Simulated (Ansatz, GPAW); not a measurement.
# Geometry or basis: what sets the conductance of methoxybenzenedithiol between two Pt chains, part 2 of 4

Wanted: T(E) of methoxybenzenedithiol between two Pt chains at a relaxed geometry in two programs, beside the unrelaxed structure.

GPAW 26.7.0 and Ansatz 0.2.0; Ansatz plane waves; relaxation of the junction with the lead ends held; PAW set soft_1 (the session's first sound run).

So far. Step 2 (Relaxation): The relaxation lowered the energy of the cell by 1.76 eV.

**3. Plane waves, PBE**

A plane-wave run comes first: its basis does not favour the atoms, so it serves as the reference for the orbital bases.

This step: Ansatz plane waves; Landauer transmission by layers, zero bias; PAW set soft_1 (Ansatz 0.2.0).

Contents of input.yaml:

```yaml
crystal:
  lattice:
    - [12.845694271, 0.0, 0.0]
    - [0.0, 9.3220659987, 0.0]
    - [0.0, 0.0, 45.053722652]
  atoms:
    - { symbol: Pt, position: [0.5, 0.5, 0.026634869] }
    - { symbol: Pt, position: [0.5, 0.5, 0.0799046069] }
    - { symbol: Pt, position: [0.5, 0.5, 0.1331743449] }
    - { symbol: Pt, position: [0.5, 0.5, 0.1864440829] }
    - { symbol: Pt, position: [0.5, 0.5, 0.2397138208] }
    - { symbol: Pt, position: [0.5, 0.5, 0.2929835588] }
    - { symbol: Pt, position: [0.4221958947, 0.518869251, 0.3413595813] }
    - { symbol: Pt, position: [0.481496556, 0.5059283621, 0.3927586881] }
    - { symbol: S, position: [0.4021316664, 0.5186213321, 0.4357576765] }
    - { symbol: H, position: [0.6255831799, 0.4896654669, 0.4579297748] }
    - { symbol: C, position: [0.4628118499, 0.5110593566, 0.4705886814] }
    - { symbol: C, position: [0.5710692769, 0.4968020627, 0.4763923831] }
    - { symbol: H, position: [0.3108581753, 0.5312990463, 0.4909274692] }
    - { symbol: C, position: [0.3938607503, 0.5203379364, 0.4953092935] }
    - { symbol: C, position: [0.6069251772, 0.4921482066, 0.5052780953] }
    - { symbol: H, position: [0.6902043304, 0.4812566512, 0.5094637181] }
    - { symbol: C, position: [0.4300298463, 0.5155320255, 0.5244454198] }
    - { symbol: C, position: [0.5393219289, 0.501055018, 0.5303498814] }
    - { symbol: H, position: [0.2262874673, 0.4466194981, 0.5329502634] }
    - { symbol: H, position: [0.2408461357, 0.6387396065, 0.5327340601] }
    - { symbol: C, position: [0.2589645452, 0.5393592891, 0.544829075] }
    - { symbol: O, position: [0.3689091626, 0.5236754207, 0.5488020886] }
    - { symbol: S, position: [0.5996913607, 0.4929977476, 0.5649208273] }
    - { symbol: H, position: [0.2264000334, 0.5446221034, 0.5672286657] }
    - { symbol: Pt, position: [0.5164367125, 0.5028659327, 0.6072325397] }
    - { symbol: Pt, position: [0.5775297871, 0.4960066309, 0.6584031649] }
    - { symbol: Pt, position: [0.5, 0.5, 0.7070164412] }
    - { symbol: Pt, position: [0.5, 0.5, 0.7602861792] }
    - { symbol: Pt, position: [0.5, 0.5, 0.8135559171] }
    - { symbol: Pt, position: [0.5, 0.5, 0.8668256551] }
    - { symbol: Pt, position: [0.5, 0.5, 0.9200953931] }
    - { symbol: Pt, position: [0.5, 0.5, 0.973365131] }
kpoints:
  mp_grid: { grid: [1, 1, 2] }
hamiltonian:
  xc: pbe
  pseudopotentials: { kind: paw, azcp: { folder: soft_1 } }
scf:
  occupations: { method: fermi_dirac, width: 0.1 }
output:
  transmission:
    leads: [[0, 1]]
    e_range: [-2, 2]
    de: 0.025
    kmesh: [1, 1]
    reduced_basis: true
  write_potential: true
  write_density: true
  volumetric_format: npy
  elf: true
```

Command:

```bash
$ ansatz run input.yaml --threads 4 --pin off --max-ram 8192MiB --backend cpu --events-out ev --progress --plain --runs-dir out
```

Numbers of over 12 decimals in the logs are rounded to 6 here.

The program printed:

```text
[...]
Crystal: 32 atoms, lattice volume = 5395.112 Å³
Basis set: ecut = 420 eV, 105543 PW (Γ)
Bands: 204, of which v1, the nominal top of the filled ones, is band 170 counted from 1 (169 counted from 0)
Symmetry: 1 space group operations
[...]
k-points: 2
[...]
SCF iter   1: F=—  HF=-204591.222569 eV  |F-HF|=—  |Δ(HF+E_count)|=         —  Δρ=2.92e-2  dr2=6.64e1  ethr=3.10e-3  ⟨swp⟩=8.0  Hψ=1896  notcnv=0  defer=7
[...]
SCF iter  13: F=-204577.575935 eV  HF=-204577.575935 eV  |F-HF|=4.94e-8  |Δ(HF+E_count)|=   3.03e-7  Δρ=6.61e-7  dr2=5.91e-8  ethr=2.94e-11  ⟨swp⟩=19.0  Hψ=1557  notcnv=0
SCF 1 converged in 13 iterations: F = -204577.575935 eV  dr2 = 5.91e-8
[...]
transmission: 8 of 75 steps passed
transmission: 15 of 75 steps passed
[...]
transmission: 75 of 75 steps passed
WARN: The output density's exchange-correlation potential varies sharply where the density is thin. Do not read a vacuum level from v_tot or v_xc, or from such a field of the output density. On a cell that repeats whose density bears no net charge and no dipole along the vacuum's axis use v_es (v_loc + v_h of the components); under efield.dipole_correction with no amplitude use v_es + v_field, which holds any externa [...]
SCF converged after 13 iterations
Free energy (F): -204577.575935 eV
[...]
Internal energy: -204576.524615 eV  (E = F + TS)
E sigma→0 (E₀):  -204577.050275 eV
Entropy (-TS):   -1.051320 eV (-32.854 meV/atom)
Fermi energy:    -4.270645 eV
[...]
--- Band table (eV) ---
  k-point 0: bands = [... 166 lower, -4.5628, -4.3578, -4.3302, -4.3280, -4.2956, -4.1924, -4.1365, -4.0144, ... 30 higher]
  k-point 1: bands = [... 166 lower, -4.4911, -4.4731, -4.3530, -4.3272, -4.2959, -4.1371, -4.0922, -4.0143, ... 30 higher]
--- Transmission ---
  basis      : 1053 plane waves across, 75 finite elements along
  points     : 1, standing for a mesh of 1 x 1
  filling    : by the input's occupations and mesh, since the crystals that have channels conduct as metals do. If one of these is a semiconductor, that mesh has misplaced its level
  energies   : 161 from -2.000000 to 2.000000 eV about the Fermi level, 0.025000 eV apart; the leads are filled to 0.000000 eV, and channels, transmission and decay are at 0.000000 eV
  crystal 0  : Pt1, at the sites [0, 1], period 2.4000 Å, over 28.80 Å; its Hamiltonian steps by up to 7.4 meV
    offset         : up to 0.0000 Å between an atom of the period and one for which it stands
    filled         : 6.0 meV under the level at which it is neutral
    channels       : 4.000000e0 a spin
    conductance    : 2.5881e14 S/m² at 300 K; may be off by some 0.0 % by where its bands' edges are placed, 0.0 % from the distance to neutral
  junction   : crystal 0 to crystal 0, 0.70 to 43.35 Å
    transmission   : 4.258631e-1 a spin
    conductance    : 2.9049e13 S/m² at 300 K (2.9041e13 on every other energy)
    error estimate : 0.0 % from the energy spacing and 0.0 % from band edges of the leads and from resonances (wavevectors taken as independent; lower de), 7.7 % from the steps of its leads' Hamiltonians or their offsets (lay more layers), 3.0 % from the distance to neutral
    resistance     : 3.0561e-2 Ω µm² beyond half of each lead's own
```

Wall time 2.7 h (4 threads of Arm Neoverse V1, shared host); peak memory 6.7 GiB.

Reading the cycles: dr2 is the Hartree energy of the density residual (eV), the measure of convergence; HF is the Harris–Foulkes estimate of the energy, which meets the free energy F at convergence.

This step gave:

| Item | Value |
| --- | --- |
| free energy | -204577.5759 eV |
| lead level | 0 eV from the Fermi level |
| transmission at the Fermi level (one spin) | 0.4259 |
| open channels of the lead at the Fermi level (one spin) | 4 |
| step of the potential along the lead | 7.4 meV |
| offset of the lead | 0 Å |
| filling of the lead less its bulk value, in size | 6 meV |
| conductance | 0.4490 G₀ |

One spin. Table of transmission, zone mean by energy, zero at the Fermi level:

energy (eV), transmission, zone mean and a bar:
```
   -2.000       0.92 ###########################
   -1.900       0.84 #########################
   -1.800       0.72 ######################
   -1.700       0.54 ################
   -1.600       0.32 ##########
   -1.500       0.09 ###
   -1.400       0.07 ##
   -1.300       0.44 #############
   -1.200       0.15 #####
   -1.100       0.15 #####
   -1.000       0.30 #########
   -0.900       0.52 ################
   -0.800       0.62 ##################
   -0.700       0.65 ###################
   -0.600       0.97 #############################
   -0.500       0.95 ############################
   -0.400       1.00 ##############################
   -0.300       0.87 ##########################
   -0.200       0.99 ##############################
   -0.175       0.99 ##############################
   -0.100       0.77 #######################
    0.000       0.43 #############
    0.100       0.29 #########
    0.200       0.28 #########
    0.300       0.46 ##############
    0.400       0.97 #############################
    0.500       0.14 ####
    0.600       0.02 #
    0.700       0.01 
    0.800       0.00 
    0.900       0.00 
    1.000       0.00 
    1.100       0.00 
    1.200       0.00 
    1.300       0.00 
    1.400       0.00 
    1.500       0.00 
    1.600       0.00 
    1.700       0.00 
    1.800       0.00 
    1.900       0.00 
    2.000       0.00
```

One spin. Open channels, zone mean against energy, zero at the Fermi level:

```
energy (eV)  open channels, zone mean
     -2.000                         3
     -1.800                         3
     -1.600                         4
     -1.400                         6
     -1.200                         6
     -1.000                         6
     -0.800                         6
     -0.600                         6
     -0.400                         4
     -0.200                         4
      0.000                         4
      0.200                         4
      0.400                         3
      0.600                         3
      0.800                         1
      1.000                         1
      1.200                         1
      1.400                         1
      1.600                         1
      1.800                         1
      2.000                         1
```

Crystal 0, spin -, k parallel (0, 0); distinct values, listed up to 1.5 1/Å. Table of Im kz of the slowest decaying states by energy, zero at the Fermi level:

```
energy (eV)  decay 1 (Å⁻¹)  decay 2 (Å⁻¹)  decay 3 (Å⁻¹)  decay 4 (Å⁻¹)
    -2.0000          0.386          0.616          0.616           1.37
    -1.7500          0.237          0.473          0.473           1.35
    -1.5000          0.228          0.228           1.32           1.35
    -1.2500           1.30           1.32           1.36           1.44
    -1.0000           1.27           1.30           1.34           1.42
    -0.7500           1.25           1.27           1.32           1.40
    -0.5000           1.22           1.25           1.29           1.37
    -0.2500          0.306          0.306           1.20           1.22
     0.0000          0.467           1.17           1.20           1.24
     0.2500          0.570          0.570           1.14           1.17
     0.5000          0.197          0.647           1.11           1.15
     0.7500          0.292          0.707          0.707           1.09
     1.0000          0.114          0.115          0.359          0.757
     1.2500          0.163          0.164          0.411          0.798
     1.5000          0.193          0.194          0.454          0.834
     1.7500          0.212          0.213          0.489          0.865
     2.0000          0.223          0.224          0.519          0.891
```

Crystal 0, spin -, k parallel (0, 0). Re kz of states that move upwards against energy, zero at the Fermi level:

```
energy (eV)  channel 1 (Å⁻¹)  channel 2 (Å⁻¹)  channel 3 (Å⁻¹)  channel 4 (Å⁻¹)  channel 5 (Å⁻¹)  channel 6 (Å⁻¹)
    -2.0000           -0.642           -0.641            0.727                -                -                -
    -1.7500           -0.592           -0.591            0.752                -                -                -
    -1.5000           -0.544           -0.543            0.197            0.779                -                -
    -1.2500           -0.498           -0.497            0.368            0.377            0.378            0.807
    -1.0000           -0.452           -0.451            0.483            0.610            0.610            0.839
    -0.7500           -0.406           -0.405            0.575            0.817            0.817            0.876
    -0.5000           -0.360           -0.359            0.652            0.922             1.07             1.07
    -0.2500           -0.313           -0.312            0.715            0.981                -                -
     0.0000           -0.264           -0.263            0.765             1.06                -                -
     0.2500           -0.211           -0.210            0.806             1.21                -                -
     0.5000           -0.150           -0.149            0.840                -                -                -
     0.7500          -0.0584          -0.0548            0.869                -                -                -
     1.0000            0.895                -                -                -                -                -
     1.2500            0.919                -                -                -                -                -
     1.5000            0.942                -                -                -                -                -
     1.7500            0.964                -                -                -                -                -
     2.0000            0.985                -                -                -                -                -
```

The electrostatic potential energy of an electron (with the applied field's), less the Fermi level, planar mean oscillates, so the rows of the table below give means over windows of 2.32 Å about each position, cut where the curve ends. Its first 14 maxima inside the range that stand out by 2 % of the span (Å: eV): 2.4: 5.84, 4.8: 5.83, 7.2: 5.81, 9.6: 5.77, 12.0: 5.71, 14.2: 5.46, 16.5: 5.39, 18.7: 5.01, 20.4: 4.53, 21.8: 3.82, 23.1: 3.66, 26.3: 4.80, 28.6: 5.27, 30.8: 5.40. Its first 14 minima: 1.3: 4.56, 3.7: 4.55, 6.1: 4.54, 8.4: 4.50, 10.8: 4.46, 13.2: 4.37, 15.3: 4.25, 17.7: 4.05, 19.9: 4.26, 21.4: 3.59, 22.7: 3.47, 23.9: 2.92, 27.3: 3.90, 29.7: 4.17.

Table of electrostatic potential energy of an electron (with the applied field's), less the Fermi level, planar mean by z; means over each step:

z (Å), electrostatic potential energy of an electron (with the applied field's), less the Fermi level, planar mean (eV) and a bar from the least value:
```
     1.16       5.18 #############################
     3.48       5.17 #############################
     5.80       5.16 #############################
     8.12       5.13 #############################
    10.44       5.10 ############################
    12.76       5.02 ###########################
    15.08       4.84 ########################
    17.40       4.68 #####################
    19.72       4.50 ###################
    22.04       3.67 ######
    24.36       3.32 
    26.68       4.28 ###############
    29.00       4.70 ######################
    31.32       4.84 ########################
    33.64       5.05 ###########################
    35.96       5.12 #############################
    38.28       5.17 #############################
    40.60       5.20 ##############################
    42.92       5.21 ##############################
```

The valence density, planar mean oscillates, so the rows of the table below give means over windows of 2.39 Å about each position, cut where the curve ends. Its first 14 maxima inside the range that stand out by 2 % of the span (Å: e/Å³): 1.3: 0.132, 3.7: 0.132, 6.1: 0.133, 8.4: 0.133, 10.8: 0.133, 13.2: 0.134, 15.3: 0.133, 17.7: 0.133, 24.6: 0.109, 27.3: 0.134, 29.7: 0.133, 31.8: 0.134, 34.2: 0.133, 36.6: 0.133. Its first 14 minima: 2.4: 0.0152, 4.8: 0.0152, 7.2: 0.0153, 9.6: 0.0152, 12.0: 0.0154, 14.2: 0.0200, 16.6: 0.0164, 18.7: 0.0229, 26.3: 0.0250, 28.4: 0.0166, 30.7: 0.0197, 33.1: 0.0154, 35.5: 0.0152, 37.9: 0.0153.

Table of valence density, planar mean by z; means over each step:

```csv
z (Å),"valence density, planar mean (e/Å³)"
1.20,0.0628
3.58,0.0628
5.97,0.0629
8.36,0.0628
10.75,0.0629
13.14,0.0636
15.53,0.0640
17.92,0.0657
20.31,0.0390
22.70,0.0650
25.09,0.0723
27.48,0.0648
29.87,0.0649
32.26,0.0632
34.65,0.0628
37.04,0.0628
39.43,0.0628
41.82,0.0628
44.21,0.0746
```

ELF in the ca plane at fractional y = 0.511, with atoms of Pt and S and H and C and O within 0.2 Å of it. It is the smooth field of the valence electrons, not physical close to the nuclei.

Ten even steps from '0' (0.00 × 1e-1) to '9' (9.97 × 1e-1), each cell a mean:
```
00000000000000000000000000000000000000000000
00000000000000000000000000000000000000000000
00000000000000000000000000000000000000000000
00000000000000000000000000000000000000000000
00000000000000000000000000000000144200001100
00000000000000000000000000000000589720014431
00000000000000000000000001553001799950158863
11000001110000000000000004999511699940289986
22111112221000000112110005999854656631377776
33322123321100101123321002799737823765662047
55432245532222221134432100136435656742786576
55533455542333342255553232136885102555654553
55433455543345443355653576675146323678410011
44323344433456542345534742587478568414545300
32222233222455542333335622464365148647668830
11100111111234321122114789861158874225667620
00000000001122221000002689850189982014664210
00000000000111110000001367620169830267337887
00000000000000000000000123200023100478669999
00000000000000000000000000000000000355447999
00000000000000000000000000000000000011002467
00000000000000000000000000000000000000000011
00000000000000000000000000000000000000000000
00000000000000000000000000000000000000000000
```
Columns run along c (16.0 Å, from fractional 0.24 to 0.59 of the cell), rows up along a (12.8 Å). Atoms in or near the plane, at fractional coordinates: Pt at (0.24, 0.50), Pt at (0.29, 0.50), Pt at (0.34, 0.42), Pt at (0.39, 0.48), S at (0.44, 0.40), H at (0.46, 0.63), C at (0.47, 0.46), C at (0.48, 0.57), H at (0.49, 0.31), C at (0.50, 0.39), C at (0.51, 0.61), C at (0.52, 0.43), C at (0.53, 0.54), O at (0.55, 0.37) and more.

Electrostatic potential energy in the ca plane at fractional y = 0.511, with atoms of Pt and S and H and C and O within 0.2 Å of it. With pseudopotentials it is smooth inside the atoms' cores, unlike the true potential.

Values in eV, 13 rows by 16 columns, each cell a mean:
```
  2   2   2   2   1   1   1   1   1   1   1   1   1   1   1   1
  2   2   2   2   1   1   1   1   1   1   1   1   1   1   1   1
  2   2   2   2   1   1   1   1   1   1   0   0   0   0   1   1
  2   2   2   2   2   1   1   1   1   0   0  -1  -8  -1   0   0
  1   1   1   1   2   1   1   1   1  -4 -14 -11 -31  -4 -21 -22
-26  -6 -25 -12   1   1  -6 -12  -1  -2 -30 -37 -33 -38 -31 -31
-59 -21 -58 -36 -21 -17 -36 -58 -12  -8 -35 -19 -11 -36  -5  -5
-14  -2 -13 -10 -53 -46 -15 -27 -29 -40 -25 -38 -37 -45 -20   0
  1   2   1   0 -12 -10   0   0 -10 -18  -3 -24 -12 -14 -32   0
  2   2   2   1   1   1   1   1   1   1   0  -6  -2 -21 -35  -6
  2   2   2   2   1   1   1   1   1   1   1   0   0  -4  -6  -4
  2   2   2   2   1   1   1   1   1   1   1   0   0   0   0   0
  2   2   2   2   1   1   1   1   1   1   1   1   0   0   0   1
```
Columns run along c (16.0 Å, from fractional 0.24 to 0.59 of the cell; values clipped at the 3rd and 97th percentile), rows up along a (12.8 Å). Atoms in or near the plane, at fractional coordinates: Pt at (0.24, 0.50), Pt at (0.29, 0.50), Pt at (0.34, 0.42), Pt at (0.39, 0.48), S at (0.44, 0.40), H at (0.46, 0.63), C at (0.47, 0.46), C at (0.48, 0.57), H at (0.49, 0.31), C at (0.50, 0.39), C at (0.51, 0.61), C at (0.52, 0.43), C at (0.53, 0.54), O at (0.55, 0.37) and more.

Valence density in the ca plane at fractional y = 0.511, with atoms of Pt and S and H and C and O within 0.2 Å of it. It is the smooth field of the valence electrons, not physical close to the nuclei.

Ten steps, logarithmic in the rise over the least value, from '0' (0 e/Å³) to '9' (10 e/Å³), each cell a mean:
```
00000000000000000000000000000000000000000000
00000000000000000000000000000000000000000000
00000000000000000000000000000000000000000000
00000000000000000000000000000000000000000000
00000000000000000000000000000000000000000000
00000000000000000000000000000000000000000000
00000000000000023210000110000000000000000000
00000000011111245421123332100000012221000000
00000000135443456532235554211111246764211000
11111000135666666654455345444433479986323322
35543100123566545566655455578875479986457764
68986321124565322466543333589985346654479996
79996444445665433566421112468864222222369986
57875554455566656666554211124431100001235653
23333444454345666556788520001100000000011111
11111345432124654324687520000000000000000000
00000122211013542123565310000000000000000000
00000000000001211135665431000000000000000000
00000000000000000124555542000000000000000000
00000000000000000012222221000000000000000000
00000000000000000000000000000000000000000000
00000000000000000000000000000000000000000000
00000000000000000000000000000000000000000000
00000000000000000000000000000000000000000000
```
Columns run along c (16.0 Å, from fractional 0.38 to 0.73 of the cell), rows up along a (12.8 Å). Atoms in or near the plane, at fractional coordinates: Pt at (0.39, 0.48), S at (0.44, 0.40), H at (0.46, 0.63), C at (0.47, 0.46), C at (0.48, 0.57), H at (0.49, 0.31), C at (0.50, 0.39), C at (0.51, 0.61), C at (0.52, 0.43), C at (0.53, 0.54), O at (0.55, 0.37), S at (0.56, 0.60), Pt at (0.61, 0.52), Pt at (0.66, 0.58) and more.

The largest of the program's own error estimates on the conductance is 7.7 %. T at the Fermi level is 0.426 of 4 open channels a spin, without spin-orbit coupling, which is large for these atoms.

[end of part 2 of 4]

[Logs are printed without paths, hosts, clocks, repeated set-up lines and the standing remarks that a program may print on its own settings, such as how far it seeks lower states.]

[Hosts, paths, dates, database ids (printed as entryN), source tags and the programs' standing remarks are cut or masked in the printed files.]
